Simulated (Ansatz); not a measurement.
Input and command of a plane-wave DFT calculation in Ansatz:

```yaml
crystal:
  lattice:
    - [0.0, 2.1839935596, 2.1839935596]
    - [2.1839935596, 0.0, 2.1839935596]
    - [2.1839935596, 2.1839935596, 0.0]
  atoms:
    - { symbol: Al, position: [0.0, 0.0, -0.1373630424] }
    - { symbol: "N", position: [0.75, 0.75, 0.75] }
basis:
  ecutwfc: 500
kpoints:
  mp_grid: { grid: [10, 10, 10] }
hamiltonian:
  xc: r2scan
scf:
  occupations: { method: gaussian, width: 0.05 }
output:
  forces: true
  stress: true
  eigenvalues: true
```

```bash
ansatz run input.yaml --threads 1 --pin off --max-ram 2560MiB --backend cpu --events-out ev --progress --plain --runs-dir out
```

Processor: AMD EPYC (Zen 3), 1 thread, on a host shared with other jobs.

Problem. Estimate time, memory and problem size.

Solution. About 27 s on 1 thread of AMD EPYC (Zen 3) (shared host), peak memory 0.45 GiB. It solves 8 bands at 282 k points (the mesh reduced by the symmetry that the task leaves, which can be less than the crystal's) with about 531 plane waves, in 6 SCF iterations.
